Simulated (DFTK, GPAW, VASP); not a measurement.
# Pb: 3 runs at one level of theory

```
Pb
1.0
     0.00000    2.47502    2.47502
     2.47502    0.00000    2.47502
     2.47502    2.47502    0.00000
Pb
1
Cartesian
  0.0000 0.0000 0.0000
```

Alike in all runs: task band structure; functional r2SCAN; k mesh 9 × 9 × 9; occupations fermi-dirac, width 0.05 eV; no spin polarisation; no spin-orbit coupling. Pressure is positive in compression and, in plane waves, holds the error of the finite cutoff.

```json
{"program and potentials": "DFTK, SG15 1.2 (PBE)", "plane-wave cutoff (eV)": "1225", "notes": "potentials made for PBE", "pressure (GPa)": "-0.52"}
{"program and potentials": "GPAW, GPAW PAW data sets (gpaw-data 1.2.1)", "plane-wave cutoff (eV)": "600", "notes": "potentials made for PBE", "pressure (GPa)": "0.95"}
{"program and potentials": "VASP, PBE PAW files Pb_d, 520 eV", "plane-wave cutoff (eV)": "520", "notes": "potentials made for PBE", "pressure (GPa)": "1.10"}
```

The pressure spans -0.52 (DFTK, SG15 1.2 (PBE)) to 1.10 GPa (VASP, PBE PAW files Pb_d, 520 eV).

Differences between rows come from potentials, basis sets and numerical settings, since the functional is the same but for its coding. Runs on potential files found faulty are left out.
